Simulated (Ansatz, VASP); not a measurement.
MgB2: VASP beside Ansatz

```
CELL_PARAMETERS angstrom
3.08500 0.00000 0.00000
-1.54250 2.67169 0.00000
0.00000 0.00000 3.52300
ATOMIC_POSITIONS crystal
Mg 0.00000 0.00000 0.00000
B 0.66667 0.33333 0.50000
B 0.33333 0.66667 0.50000
```

Alike in both runs: task single point; functional PBEsol; k mesh 10 × 10 × 8; occupations gaussian, width 0.02 eV; no spin polarisation.

|  | VASP | Ansatz |
| --- | --- | --- |
| version | VASP 6.6.1 | Ansatz 0.2.0 |
| potentials or method | VASP PAW PBE potentials, release 64 (Mg_pv, B) | Ansatz PAW |
| plane-wave cutoff (eV) | 520 | 420 |
| valence electrons in the cell | 14 | 16 |

Ansatz gave:

```
gap on the k mesh at the Fermi level (eV)       : none
pressure (GPa)                                  : -3.0
largest component of the traceless stress (GPa) : 0.50
```

Question: What did VASP give for the same quantities?

Answer: gap on the k mesh at the Fermi level (eV): none; pressure (GPa): -2.8; largest component of the traceless stress (GPa): 0.45.

A gap of «none» marks a metal or a gap that the smearing closes. With one functional, cell and mesh, what is left measures potentials, basis and numerics. The two sets of potentials don't hold the same shells in valence.

Caveats: the PAW data sets were made with another functional, which shifts forces and pressure a little (VASP); the PAW data sets come from PBE, with cores solved anew for the run's functional, which leaves a small shift of forces and pressure (Ansatz).
